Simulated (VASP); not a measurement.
Input of a VASP 6.6.1 run:

POSCAR

```
Sn                                      
1.0
    0.0000000000      3.2685833779      3.2685833779
    3.2685833779      0.0000000000      3.2685833779
    3.2685833779      3.2685833779      0.0000000000
  Sn            
     2
Direct
     0.0000000000000000    0.0000000000000000    0.0000000000000000
     0.2500000000000000    0.2500000000000000    0.2500000000000000
```

INCAR.step1

```
SYSTEM = Sn
PREC = Accurate
ENCUT = 520
EDIFF = 1E-5
ISMEAR = 0
SIGMA = 0.03
LREAL = .FALSE.
LASPH = .TRUE.
NELM = 80
ALGO = Normal
ISIF = 2
LWAVE = .TRUE.
LCHARG = .FALSE.
NBANDS = 21
KPAR = 4
GGA = PE
```

Contents of INCAR.step2:

```
SYSTEM = Sn
PREC = Accurate
ENCUT = 520
EDIFF = 1E-6
ISMEAR = 0
SIGMA = 0.03
LREAL = .FALSE.
LASPH = .TRUE.
NELM = 80
ALGO = Normal
ISIF = 2
LWAVE = .FALSE.
LCHARG = .FALSE.
GGA = PE
LHFCALC = .TRUE.
HFSCREEN = 0.2
PRECFOCK = Fast
NBANDS = 21
KPAR = 4
ISTART = 1
```

KPOINTS

```
Automatic mesh
0
G
  6 6 6
  0 0 0
```

Contents of KPOINTS_OPT:

```
explicit points
9
Reciprocal
 0.0000000000  0.0000000000  0.0000000000 1
 0.3750000000  0.3750000000  0.7500000000 1
 0.5000000000  0.5000000000  0.5000000000 1
 0.6250000000  0.2500000000  0.6250000000 1
 0.5000000000  0.2500000000  0.7500000000 1
 0.5000000000  0.0000000000  0.5000000000 1
 0.4000000000  0.0000000000  0.4000000000 1
 0.4250000000  0.0000000000  0.4250000000 1
 0.4500000000  0.0000000000  0.4500000000 1
```

Potentials or basis: VASP PAW PBE potentials, release 64 (Sn_d).

The run is started by

```console
$ cat potpaw_PBE.64/Sn_d/POTCAR > POTCAR
$ cp INCAR.step1 INCAR
$ mpirun -np 4 vasp_std > vasp.out
$ cp INCAR.step2 INCAR
$ mpirun -np 4 vasp_std > vasp.out
```

Q: Estimate the band gap along the path.

A: None (metal or under the smearing width).

Q: Estimate the pressure.

A: 0.4 GPa.

Caveat: the PAW data sets were made with another functional, which shifts forces and pressure a little; spin-orbit coupling is left out, which moves the levels of the heavy elements.
